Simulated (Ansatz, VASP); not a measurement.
# Cross-check of InP between VASP and Ansatz, part 2 of 2

One calculation is typed for both programs; each brings its own data sets and cutoff. How far apart do they land?

VASP 6.6.1 and Ansatz 0.2.0.

So far: The structure; Ansatz: band structure, r2SCAN; VASP: band structure, r2SCAN.

The database entry behind the starting cell differs from later determinations by our own check (0.1 to 0.3 % short, probably kX units), so it need not match the best structure at ambient conditions.

## Step 3: VASP: band structure, r2SCAN (continued)

Level of this step: r2SCAN; plane waves and PAW (In_d_GW, P_GW) (VASP).

Numbers of over 12 decimals in the logs are rounded to 6 here.

OUTCAR, selected parts (step 3):

```text
ion  position               nearest neighbor table
   1  0.000  0.000  0.000-   2 2.54   2 2.54   2 2.54   2 2.54
   2  0.750  0.750  0.750-   1 2.54   1 2.54   1 2.54   1 2.54

  LATTYP: Found a face centered cubic cell.
 ALAT       =     5.8610000000

 Subroutine GETGRP returns: Found 24 space group operations
 (whereof 24 operations were pure point group operations)

The static configuration has the point symmetry T_d .

 Found      8 irreducible k-points:

   k-points           NKPTS =      8   k-points in BZ     NKDIM =      8   number of bands    NBANDS=     15

   dimension x,y,z NGX =    28 NGY =   28 NGZ =   28
   dimension x,y,z NGXF=    56 NGYF=   56 NGZF=   56

   ENCUT  =  390.0 eV  28.66 Ry    5.35 a.u.   6.67  6.67  6.67*2*pi/ulx,y,z

   NELECT =      18.0000    total number of electrons

 k-points in reciprocal lattice and weights: Automatic mesh
   0.00000000  0.00000000  0.00000000       0.016
   0.25000000  0.00000000  0.00000000       0.125
   0.50000000  0.00000000  0.00000000       0.062
   0.25000000  0.25000000  0.00000000       0.094
   0.50000000  0.25000000  0.00000000       0.375
  -0.25000000  0.25000000  0.00000000       0.188
   0.50000000  0.50000000  0.00000000       0.047
  -0.25000000  0.50000000  0.25000000       0.094

 average (electrostatic) potential at core
       1 -79.9051       2 -77.7734

 E-fermi :   3.8162

 k-point     1 :       0.0000    0.0000    0.0000
  band No.  band energies     occupation
    ...
      5     -10.7808      2.00000
      6      -8.2342      2.00000
      7       3.7699      2.00000
      8       3.7700      2.00000
      9       3.7700      2.00000
     10       4.9131      0.00000
     11       8.1782      0.00000
     12       8.1782      0.00000
     13       8.1782      0.00000
     14      12.8676      0.00000
    ...

 k-point     2 :       0.2500    0.0000    0.0000
  band No.  band energies     occupation
    ...
      5     -10.7785      2.00000
      6      -7.5229      2.00000
      7       0.2723      2.00000
      8       3.1919      2.00000
      9       3.1919      2.00000
     10       5.9235      0.00000
     11       8.9009      0.00000
     12       8.9009      0.00000
     13       9.5084      0.00000
     14      12.7709      0.00000
    ...

 k-point     3 :       0.5000    0.0000    0.0000
  band No.  band energies     occupation
    ...
      5     -10.7667      2.00000
      6      -6.4303      2.00000
      7      -2.1257      2.00000
      8       2.7589      2.00000
      9       2.7589      2.00000
     10       5.6073      0.00000
     11       8.8965      0.00000
     12       8.8965      0.00000
     13      11.2981      0.00000
     14      13.8448      0.00000
    ...

  Total        0.3468357      0.3468357      0.3468357      0.0000000      0.0000000      0.0000000
  in kB       11.0402581     11.0402581     11.0402581      0.0000000      0.0000000      0.0000000
  external PRESSURE =      11.0402581 kB  Pullay stress =       0.0000000 kB

  energy-cutoff  :      390.00
  volume of cell :       50.33
      direct lattice vectors                 reciprocal lattice vectors
     0.000000000  2.930500000  2.930500000    -0.170619348  0.170619348  0.170619348
     2.930500000  0.000000000  2.930500000     0.170619348 -0.170619348  0.170619348
     2.930500000  2.930500000  0.000000000     0.170619348  0.170619348 -0.170619348

 POSITION                                       TOTAL-FORCE (eV/Angst)
 -----------------------------------------------------------------------------------
      0.00000      0.00000      0.00000         0.000000      0.000000     -0.000000
      4.39575      4.39575      4.39575        -0.000000     -0.000000      0.000000
 -----------------------------------------------------------------------------------
    total drift:                                0.000005      0.000005      0.000005

  FREE ENERGIE OF THE ION-ELECTRON SYSTEM (eV)
  ---------------------------------------------------
  free  energy   TOTEN  =       -32.1995028307 eV

  energy  without entropy=      -32.1995028307  energy(sigma->0) =      -32.19950283

 total charge
# of ion       s       p       d       f       tot
--------------------------------------------------
    1        0.890   0.732   9.967   0.023  11.612
    2        1.100   1.734   0.031   0.000   2.865
--------------------------------------------------
tot          1.990   2.466   9.998   0.023  14.477

[... 3 further parts left out ...]
```

The run ends at a pressure of 1.10 GPa.

## Step 4: Comparison

Known differences besides the potentials themselves: VASP keeps PBE cores, Ansatz makes them for the functional; the cutoff is 500 eV in Ansatz and 390 eV in VASP. Total energies have different zeros and are not compared.

Both answers:

```csv
quantity,Ansatz,VASP,difference
gap over the path points (eV),1.154,1.143,+0.011
```

Levels at points of the path, from each program's valence-band top (eV; 3 filled, then empty):

| k (reciprocal lattice) | Ansatz | VASP |
| --- | --- | --- |
| 0.000 0.000 0.000 | 0.00 0.00 0.00 1.15 4.40 4.40 | 0.00 0.00 0.00 1.14 4.41 4.41 |
| 0.182 0.000 0.182 | -2.34 -0.96 -0.96 3.13 3.34 5.86 | -2.34 -0.96 -0.96 3.12 3.34 5.86 |
| 0.364 0.000 0.364 | -4.92 -2.12 -2.12 2.17 2.97 8.58 | -4.92 -2.12 -2.12 2.18 2.97 8.58 |
| 0.500 0.000 0.500 | -5.89 -2.42 -2.42 1.98 2.52 9.88 | -5.89 -2.42 -2.42 1.98 2.52 9.87 |
| 0.500 0.091 0.591 | -5.85 -2.62 -2.62 2.51 3.01 8.82 | -5.85 -2.62 -2.61 2.51 3.01 8.82 |
| 0.500 0.182 0.682 | -5.76 -2.97 -2.92 3.77 4.15 6.95 | -5.76 -2.96 -2.92 3.78 4.15 6.95 |
| 0.500 0.250 0.750 | -5.73 -3.07 -3.02 4.55 4.78 6.01 | -5.73 -3.07 -3.01 4.56 4.77 6.01 |
| 0.455 0.295 0.750 | -5.73 -3.27 -2.65 3.80 4.78 6.50 | -5.73 -3.27 -2.64 3.80 4.78 6.50 |
| 0.409 0.341 0.750 | -5.74 -3.40 -2.17 2.87 4.74 7.43 | -5.74 -3.40 -2.17 2.88 4.74 7.43 |
| 0.375 0.375 0.750 | -5.74 -3.43 -2.02 2.61 4.73 7.98 | -5.74 -3.43 -2.02 2.61 4.73 7.98 |

Among the levels compared at these points, filled levels agree within 3 meV and empty ones within 11 meV. Not compared: the pressure (VASP's GW data sets at this cutoff don't carry it).

## Step 5: What the set-up changes

Further runs change the set-up of one program: Ansatz's method, potentials or start, or VASP's data sets, cutoff or form of LDA. The table gives Ansatz less VASP for each quantity, since a change that brings one quantity closer may part another.

| run | gap over the path points (eV) |
| --- | --- |
| as above | 0.011 |
| Ansatz's all-electron LAPW method | 0.010 |

## Step 6: What came out

| Item | Value |
| --- | --- |
| difference in gap over the path points (band structure, r2SCAN) | 0.011 eV |

The difference in gap over the path points is 0.011 eV (band structure, r2SCAN), within the 0.08 eV picked in this series as the mark of a large difference. For band structure, r2SCAN, no further run moves any of the tabulated differences by more than a quarter of its size. Such differences can come from data sets, numerical settings and the points named under the comparisons, not from the functional's error against experiment.

[Lines on the potential files, build, host, timing and source positions are cut from VASP's logs without a mark.]

[Logs are printed without paths, hosts, clocks, repeated set-up lines and the standing remarks that a program may print on its own settings, such as how far it seeks lower states.]

[Hosts, paths, dates, database ids (printed as entryN), source tags and the programs' standing remarks are cut or masked in the printed files.]
